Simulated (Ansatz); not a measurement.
# twin(10-12) boundary in hcp Co with Ta (substitutional): structure and resistance, part 2 of 3

Aim: the relaxed structure and the specific resistance of the twin(10-12) boundary in hcp Co with Ta (substitutional).

Ansatz 0.2.0; Ansatz plane-wave DFT, PBE, PAW files, collinear spin; relaxation of a bicrystal slab with its lowest layers held; PAW set soft_1 (the session's first sound run).

So far. Step 2 (Relaxing the bicrystal): The largest force component on a free atom ends at 0.021 eV/Å, under the tolerance of 0.03, after 6 steps.

## (3) Transmission across the boundary

Bulk layers of each grain are laid under and over the relaxed boundary, and a lead is named in the middle of each, away from the free faces. The mesh across the current, 12×24, is finer than the density's, because channels open and close sharply across the zone. Energies from -0.1 to 0.1 eV in steps of 0.05 eV are too few for the program's thermal sum, so it prints no conductance; for a metal the transmission near the Fermi level serves, at a fraction of the cost.

This step: Ansatz plane-wave DFT, PBE, PAW files, collinear spin; ballistic transport by layer matching (Landauer), zero bias; boundary relaxed in a short slab, bulk layers laid on; PAW set soft_1 (Ansatz 0.2.0).

System of this step: twin(10-12) boundary in hcp Co with Ta (substitutional). The cell holds 59 atoms: 58 Co and 1 Ta. Cell: a = 5.963 Å, b = 2.505 Å, c = 51.894 Å, α = 90.0°, β = 90.0°, γ = 90.0°. It derives from Co. Regions: lower grain, 24 atoms (24 Co); boundary, 15 atoms (14 Co and 1 Ta); upper grain, 20 atoms (20 Co). Vacuum lies along c.

Input file input.yaml:

```yaml
crystal:
  lattice:
    - [5.9626723849, 0.0, 0.0]
    - [0.0, 2.5054, 0.0]
    - [0.0, 0.0, 51.8940923283]
  atoms:
    - { symbol: Co, position: [4.7224164196, -6.5833333333, 0.0770800648], spin: 2.0 }
    - { symbol: Co, position: [4.0458645788, -7.0833333334, 0.0961964842], spin: 2.0 }
    - { symbol: Co, position: [4.4575886583, -6.0833333333, 0.1057546939], spin: 2.0 }
    - { symbol: Co, position: [3.7810368174, -6.5833333334, 0.1248711133], spin: 2.0 }
    - { symbol: Co, position: [4.192760897, -5.5833333333, 0.134429323], spin: 2.0 }
    - { symbol: Co, position: [3.5162090561, -6.0833333334, 0.1535457424], spin: 2.0 }
    - { symbol: Co, position: [3.9279331357, -5.0833333333, 0.1631039521], spin: 2.0 }
    - { symbol: Co, position: [3.2513812948, -5.5833333334, 0.1822203715], spin: 2.0 }
    - { symbol: Co, position: [3.6631053744, -4.5833333333, 0.1917785812], spin: 2.0 }
    - { symbol: Co, position: [2.9865535335, -5.0833333334, 0.2108950006], spin: 2.0 }
    - { symbol: Co, position: [3.3982776131, -4.0833333333, 0.2204532103], spin: 2.0 }
    - { symbol: Co, position: [2.7217257722, -4.5833333334, 0.2395696297], spin: 2.0 }
    - { symbol: Co, position: [3.1334498518, -3.5833333333, 0.2491278394], spin: 2.0 }
    - { symbol: Co, position: [2.4568980109, -4.0833333334, 0.2682442588], spin: 2.0 }
    - { symbol: Co, position: [2.8686220905, -3.0833333333, 0.2778024685], spin: 2.0 }
    - { symbol: Co, position: [2.1920702496, -3.5833333334, 0.2969188879], spin: 2.0 }
    - { symbol: Co, position: [2.6037943292, -2.5833333333, 0.3064770976], spin: 2.0 }
    - { symbol: Co, position: [1.9272424883, -3.0833333334, 0.325593517], spin: 2.0 }
    - { symbol: Co, position: [2.3389665678, -2.0833333333, 0.3351517267], spin: 2.0 }
    - { symbol: Co, position: [1.662414727, -2.5833333334, 0.3542681461], spin: 2.0 }
    - { symbol: Co, position: [2.0741388065, -1.5833333333, 0.3638263558], spin: 2.0 }
    - { symbol: Co, position: [1.3975869657, -2.0833333334, 0.3829427752], spin: 2.0 }
    - { symbol: Co, position: [1.8093110452, -1.0833333333, 0.3925009849], spin: 2.0 }
    - { symbol: Co, position: [1.1327592044, -1.5833333334, 0.4116174043], spin: 2.0 }
    - { symbol: Co, position: [0.5444832839, 0.4166666667, 0.421175614], spin: 2.0 }
    - { symbol: Co, position: [0.8679314431, 0.9166666667, 0.4402920334], spin: 2.0 }
    - { symbol: Co, position: [0.2774119341, 0.9166666667, 0.4498038688], spin: 2.0 }
    - { symbol: Co, position: [0.6001247491, 0.4166666667, 0.4677320437], spin: 2.0 }
    - { symbol: Co, position: [0.00733167, 0.4166666667, 0.4782985397], spin: 2.0 }
    - { symbol: Co, position: [0.3389394183, 0.9166666667, 0.4961583942], spin: 2.0 }
    - { symbol: Co, position: [0.725360943, 0.9166666667, 0.5057874225], spin: 2.0 }
    - { symbol: Ta, position: [0.0754489549, 0.4166666667, 0.5286007427] }
    - { symbol: Co, position: [0.7246222534, 0.9166666667, 0.5514085095], spin: 2.0 }
    - { symbol: Co, position: [0.3383869347, 0.9166666667, 0.560969212], spin: 2.0 }
    - { symbol: Co, position: [0.0061429063, 0.4166666667, 0.578998045], spin: 2.0 }
    - { symbol: Co, position: [0.599427693, 0.4166666667, 0.5895169972], spin: 2.0 }
    - { symbol: Co, position: [0.2765090089, 0.9166666667, 0.6072028973], spin: 2.0 }
    - { symbol: Co, position: [0.866212761, 0.9166666667, 0.6170926096], spin: 2.0 }
    - { symbol: Co, position: [0.5425372387, 0.4166666667, 0.6361382593], spin: 2.0 }
    - { symbol: Co, position: [1.1309268407, -1.5833333334, 0.6457318539], spin: 2.0 }
    - { symbol: Co, position: [1.8074786816, -1.0833333333, 0.6648482733], spin: 2.0 }
    - { symbol: Co, position: [1.395754602, -2.0833333334, 0.674406483], spin: 2.0 }
    - { symbol: Co, position: [2.0723064429, -1.5833333333, 0.6935229024], spin: 2.0 }
    - { symbol: Co, position: [1.6605823633, -2.5833333334, 0.7030811121], spin: 2.0 }
    - { symbol: Co, position: [2.3371342042, -2.0833333333, 0.7221975315], spin: 2.0 }
    - { symbol: Co, position: [1.9254101246, -3.0833333334, 0.7317557412], spin: 2.0 }
    - { symbol: Co, position: [2.6019619655, -2.5833333333, 0.7508721606], spin: 2.0 }
    - { symbol: Co, position: [2.1902378859, -3.5833333334, 0.7604303703], spin: 2.0 }
    - { symbol: Co, position: [2.8667897268, -3.0833333333, 0.7795467897], spin: 2.0 }
    - { symbol: Co, position: [2.4550656472, -4.0833333334, 0.7891049994], spin: 2.0 }
    - { symbol: Co, position: [3.1316174881, -3.5833333333, 0.8082214188], spin: 2.0 }
    - { symbol: Co, position: [2.7198934086, -4.5833333334, 0.8177796285], spin: 2.0 }
    - { symbol: Co, position: [3.3964452494, -4.0833333333, 0.8368960479], spin: 2.0 }
    - { symbol: Co, position: [2.9847211699, -5.0833333334, 0.8464542576], spin: 2.0 }
    - { symbol: Co, position: [3.6612730107, -4.5833333333, 0.865570677], spin: 2.0 }
    - { symbol: Co, position: [3.2495489312, -5.5833333334, 0.8751288867], spin: 2.0 }
    - { symbol: Co, position: [3.926100772, -5.0833333333, 0.8942453061], spin: 2.0 }
    - { symbol: Co, position: [3.5143766925, -6.0833333334, 0.9038035158], spin: 2.0 }
    - { symbol: Co, position: [4.1909285333, -5.5833333333, 0.9229199352], spin: 2.0 }
magnetization:
  spin_polarized: true
kpoints:
  mp_grid: { grid: [5, 10, 1] }
hamiltonian:
  xc: pbe
  pseudopotentials: { kind: paw, azcp: { folder: soft_1 } }
scf:
  occupations: { method: fermi_dirac, width: 0.1 }
output:
  transmission:
    leads: [[14, 16], [45, 47]]
    kmesh: [12, 24]
    e_range: [-0.1, 0.1]
    de: 0.05
  write_potential: true
  write_density: true
  volumetric_format: npy
  elf: true
```

The run is started by

```
$ ansatz run input.yaml --threads 4 --pin off --max-ram 15360MiB --backend cpu --events-out ev --progress --plain --runs-dir out
```

Numbers of over 12 decimals in the logs are rounded to 6 here.

What it wrote:

```text
[...]
Crystal: 59 atoms, lattice volume = 775.240 Å³
Basis set: ecut = 420 eV, 15023 PW (Γ)
Bands: 669, of which v1, the nominal top of the filled ones, is band 500 counted from 1 (499 counted from 0)
Symmetry: 2 space group operations
[...]
k-points: 18 of 50 (time reversal used)
[...]
Starting moments: Σ|m| = 116 μB on 58 of 59 sites
[...]
SCF iter   1: F=—  HF=-307225.503077 eV  |F-HF|=—  |Δ(HF+E_count)|=         —  Δρ=5.60e-2 (↑4.12e-2 ↓5.60e-2)  dr2=2.29e2  dr2_m=4.55e0  M=101.413 μB ∫|m|=105.796 μB  β_m=0.30  ethr=3.10e-3  ⟨swp⟩=6.1  Hψ=88709  notcnv=0  defer=2687
[...]
SCF iter  19: F=-307244.576448 eV  HF=-307244.576448 eV  |F-HF|=3.78e-8  |Δ(HF+E_count)|=   6.11e-9  Δρ=5.55e-7 (↑3.38e-7 ↓5.55e-7)  dr2=3.88e-8  dr2_m=3.39e-10  M=94.311 μB ∫|m|=104.060 μB  ethr=9.61e-12  ⟨swp⟩=9.4  Hψ=99785  notcnv=0
SCF 1 converged in 19 iterations: F = -307244.576448 eV  dr2 = 3.88e-8
[...]
transmission: 700 of 6916 steps passed
transmission: 1384 of 6916 steps passed
[...]
transmission: 6916 of 6916 steps passed
WARN: The input density's exchange-correlation potential varies sharply where the density is thin. Do not read a vacuum level from v_tot or v_xc, or from such a field of the output density. On a cell that repeats whose density bears no net charge and no dipole along the vacuum's axis use v_es (v_loc + v_h of the components); under efield.dipole_correction with no amplitude use v_es + v_field, which holds any external [...]
some or all of what a close reads of its open shells is tried by no SCF: some or all of their fillings by name were not asked, since the model of its bands would take too long in so large a cell. Whether a lower state lies along it is not known (a run that goes on reads the state that it goes on from)
SCF converged after 19 iterations
the last check of whether an eigenvalue changes by more than its tolerance under the output density was not made (no_room)
Magnetization: 94.3113 μB (546.6557 up, 452.3443 down)
Absolute magnetization: 104.1581 μB (∫|ρ↑−ρ↓|, with the PAW one-centre terms)
[...]
Per-site moments (μB) at R_I (Å): [(1.899653, 1.033141), (1.858364, 1.033141), (1.809873, 1.033141), (1.752135, 1.033141), (1.699796, 1.033141), (1.725272, 1.033141), (1.718434, 1.033141), (1.714780, 1.033141), (1.717148, 1.033141), (1.716155, 1.033141), (1.715587, 1.033141), (1.717953, 1.033141), (1.714905, 1.033141), (1.716900, 1.033141), (1.717550, 1.033141), (1.716200, 1.033141), (1.716206, 1.033141), (1.717325,  [...]
Free energy (F): -307244.576448 eV
[...]
Internal energy: -307242.582659 eV  (E = F + TS)
E sigma→0 (E₀):  -307243.579554 eV
Entropy (-TS):   -1.993789 eV (-33.793 meV/atom)
Fermi energy:    14.942598 eV
[...]
--- Band table (eV; the first three rows and the last of 36) ---
  k-point 0 ↑: bands = [... 496 lower, 13.8209, 13.8336, 13.8422, 13.8487, 13.8670, 13.8701, 13.8855, 13.9004, ... 165 higher]
  k-point 1 ↑: bands = [... 496 lower, 13.8375, 13.8542, 13.8709, 13.8856, 13.8950, 13.9023, 13.9061, 13.9102, ... 165 higher]
  k-point 2 ↑: bands = [... 496 lower, 13.8348, 13.8586, 13.8686, 13.8868, 13.8988, 13.9129, 13.9223, 13.9445, ... 165 higher]
  k-point 17 ↓: bands = [... 496 lower, 16.1479, 16.1564, 16.1600, 16.1610, 16.1716, 16.1736, 16.1812, 16.1878, ... 165 higher]
--- Transmission ---
  basis      : 127 plane waves across, 38 finite elements along
  points     : 91, standing for a mesh of 12 x 24
  energies   : 5 from -0.100000 to 0.100000 eV about the Fermi level, 0.050000 eV apart; the leads are filled to 0.000000 eV, and channels, transmission and decay are at 0.000000 eV
  crystal 0  : Co4, at the sites [14, 16], period 2.9761 Å, over 19.34 Å; its Hamiltonian steps by up to 24.5 meV
    offset         : up to 0.0000 Å between an atom of the period and one for which it stands
    channels       : 1.770833e0 up, 3.184028e0 down
    conductance    : none, the energies end too early or step too widely for 300 K: set another output.transmission.e_range or a lower de, or, where they end at an eighth of basis.ecutwfc, a higher one
    slowest decay  : 0.1073 /Å at (0.2500, 0.4583)
[...]
channels       : 1.770833e0 up, 3.170139e0 down
[...]
slowest decay  : 0.1073 /Å at (0.2500, 0.4583)
  junction   : crystal 0 to crystal 1, 13.87 to 37.43 Å
    transmission   : 8.582282e-1 up, 1.286561e0 down
[...]
```

Wall time 1.8 h (4 threads of Arm Neoverse V1, shared host); peak memory 10 GiB; 6.7 h of CPU time.

Numbers from this step:

* free energy: -307244.5764 eV
* energy at zero smearing: -307243.5796 eV
* Fermi energy: 14.94 eV
* magnetization: 94.31 μB
* absolute magnetization: 104.2 μB
* cell area: 14.94 Å²
* transmission, spin up: 0.8582
* transmission, spin down: 1.287
* open channels, spin up: 1.771
* open channels, upper lead, spin up: 1.771
* open channels, spin down: 3.184
* open channels, upper lead, spin down: 3.170
* step of the lead's potential: 24.5 meV
* step of the upper lead's potential: 5.9 meV

Per spin. Table of transmission, zone mean by energy, zero at the Fermi level:

```csv
energy (eV),T up,T down
-0.1000,0.879,1.27
-0.0500,0.868,1.27
0.0000,0.858,1.29
0.0500,0.847,1.25
0.1000,0.866,1.27
```

Per spin. Table of open channels, zone mean by energy, zero at the Fermi level:

```csv
energy (eV),lead up,upper lead up,lead down,upper lead down
-0.1000,1.74,1.74,3.09,3.12
-0.0500,1.77,1.77,3.14,3.14
0.0000,1.77,1.77,3.18,3.17
0.0500,1.77,1.77,3.20,3.19
0.1000,1.81,1.81,3.24,3.25
```

Transmission over k1 and k2. At 0.0000 eV from the Fermi level, spin up.

Values, 22 rows by 12 columns, each cell a mean:
```
0.08 0.08 0.08 0.09 0.06 0.00 0.02 0.00 0.06 0.09 0.08 0.08
0.83 0.84 0.86 1.00 0.72 0.07 0.24 0.07 0.72 1.00 0.86 0.84
0.16 0.23 0.45 0.74 0.96 0.20 0.60 0.20 0.96 0.74 0.45 0.23
0.29 0.34 0.50 0.74 0.98 0.71 0.91 0.71 0.98 0.74 0.50 0.34
0.66 0.68 0.75 0.88 1.06 1.39 0.95 1.39 1.06 0.88 0.75 0.68
1.29 1.25 1.17 1.08 1.06 1.18 1.37 1.18 1.06 1.08 1.17 1.25
1.21 1.22 1.20 1.14 1.07 1.00 1.31 1.00 1.07 1.14 1.20 1.22
1.40 1.39 1.35 1.25 1.11 0.95 0.81 0.95 1.11 1.25 1.35 1.39
1.68 1.58 1.35 1.05 0.75 1.33 1.13 1.33 0.75 1.05 1.35 1.58
1.52 1.44 1.01 0.49 1.45 1.53 1.31 1.53 1.45 0.49 1.01 1.44
1.36 1.36 0.75 0.43 1.58 1.53 1.95 1.53 1.58 0.43 0.75 1.36
1.50 1.43 0.99 0.45 1.53 1.54 1.31 1.54 1.53 0.45 0.99 1.43
1.68 1.58 1.33 1.02 0.70 1.38 1.17 1.38 0.70 1.02 1.33 1.58
1.46 1.45 1.38 1.26 1.11 0.94 0.80 0.94 1.11 1.26 1.38 1.45
1.15 1.17 1.18 1.13 1.07 1.00 1.23 1.00 1.07 1.13 1.18 1.17
1.35 1.30 1.20 1.10 1.05 1.15 1.45 1.15 1.05 1.10 1.20 1.30
0.70 0.72 0.78 0.90 1.06 1.39 0.94 1.39 1.06 0.90 0.78 0.72
0.31 0.36 0.52 0.75 0.99 0.79 0.92 0.79 0.99 0.75 0.52 0.36
0.17 0.23 0.45 0.74 0.96 0.22 0.63 0.22 0.96 0.74 0.45 0.23
0.76 0.78 0.82 0.97 0.74 0.08 0.27 0.08 0.74 0.97 0.82 0.78
0.16 0.16 0.16 0.17 0.11 0.01 0.03 0.01 0.11 0.17 0.16 0.16
0.00 0.00 0.00 0.00 0.00 0.00 0.00 0.00 0.00 0.00 0.00 0.00
```
Columns: k1 (b1) from -0.5 to 0.417; rows upwards: k2 (b2) from -0.5 to 0.458.

Open channels over k1 and k2. At 0.0000 eV from the Fermi level, spin up.

Values, 22 rows by 12 columns, each cell a mean:
```
0.17 0.17 0.17 0.17 0.08 0.08 0.08 0.08 0.08 0.17 0.17 0.17
2.00 2.00 2.00 2.00 1.17 1.00 1.00 1.00 1.17 2.00 2.00 2.00
2.00 2.00 2.00 2.00 2.00 1.00 1.00 1.00 2.00 2.00 2.00 2.00
2.00 2.00 2.00 2.00 2.00 1.33 1.00 1.33 2.00 2.00 2.00 2.00
2.00 2.00 2.00 2.00 2.00 2.00 1.00 2.00 2.00 2.00 2.00 2.00
2.00 2.00 2.00 2.00 2.00 2.00 2.00 2.00 2.00 2.00 2.00 2.00
2.00 2.00 2.00 2.00 2.00 2.00 3.00 2.00 2.00 2.00 2.00 2.00
2.00 2.00 2.00 2.00 2.00 2.67 3.00 2.67 2.00 2.00 2.00 2.00
2.00 2.00 2.00 2.00 2.00 3.00 3.00 3.00 2.00 2.00 2.00 2.00
2.00 2.00 2.00 2.00 2.83 3.00 3.00 3.00 2.83 2.00 2.00 2.00
2.00 2.00 2.00 2.00 3.00 3.00 3.92 3.00 3.00 2.00 2.00 2.00
2.00 2.00 2.00 2.00 2.92 3.00 3.00 3.00 2.92 2.00 2.00 2.00
2.00 2.00 2.00 2.00 2.00 3.00 3.00 3.00 2.00 2.00 2.00 2.00
2.00 2.00 2.00 2.00 2.00 2.75 3.00 2.75 2.00 2.00 2.00 2.00
2.00 2.00 2.00 2.00 2.00 2.00 3.00 2.00 2.00 2.00 2.00 2.00
2.00 2.00 2.00 2.00 2.00 2.00 2.17 2.00 2.00 2.00 2.00 2.00
2.00 2.00 2.00 2.00 2.00 2.00 1.00 2.00 2.00 2.00 2.00 2.00
2.00 2.00 2.00 2.00 2.00 1.42 1.00 1.42 2.00 2.00 2.00 2.00
2.00 2.00 2.00 2.00 2.00 1.00 1.00 1.00 2.00 2.00 2.00 2.00
2.00 2.00 2.00 2.00 1.25 1.00 1.00 1.00 1.25 2.00 2.00 2.00
0.33 0.33 0.33 0.33 0.17 0.17 0.17 0.17 0.17 0.33 0.33 0.33
0.00 0.00 0.00 0.00 0.00 0.00 0.00 0.00 0.00 0.00 0.00 0.00
```
Columns: k1 (b1) from -0.5 to 0.417; rows upwards: k2 (b2) from -0.5 to 0.458.

Transmission over k1 and k2. At 0.0000 eV from the Fermi level, spin down.

Ten even steps from '_' (0.30) to '@' (3.39):
```
--::++++::==**==::++++::
::--====++------++====--
..____::::..__..::::____
........................
______..::::::::::..____
__________......________
::..__::----------::__..
::::----==------==----::
..--++==++==--==++==++--
======++++------++++====
%%##--==--======--==--##
@@@@**++--======--++**@@
%%##--==--======--==--##
======++++------++++====
..--++==++==--==++==++--
::::----==------==----::
::..__::----------::__..
__________......________
______..::::::::::..____
........................
..____::::..__..::::____
::--====++------++====--
--::++++::==**==::++++::
--::**==::==@@==::==**::
```
Columns: k1 (b1) from -0.5 to 0.417; rows upwards: k2 (b2) from -0.5 to 0.458.

(Continued in part 3 of 3.)

[Logs are printed without paths, hosts, clocks, repeated set-up lines and the standing remarks that a program may print on its own settings, such as how far it seeks lower states.]

[Hosts, paths, dates, database ids (printed as entryN), source tags and the programs' standing remarks are cut or masked in the printed files.]
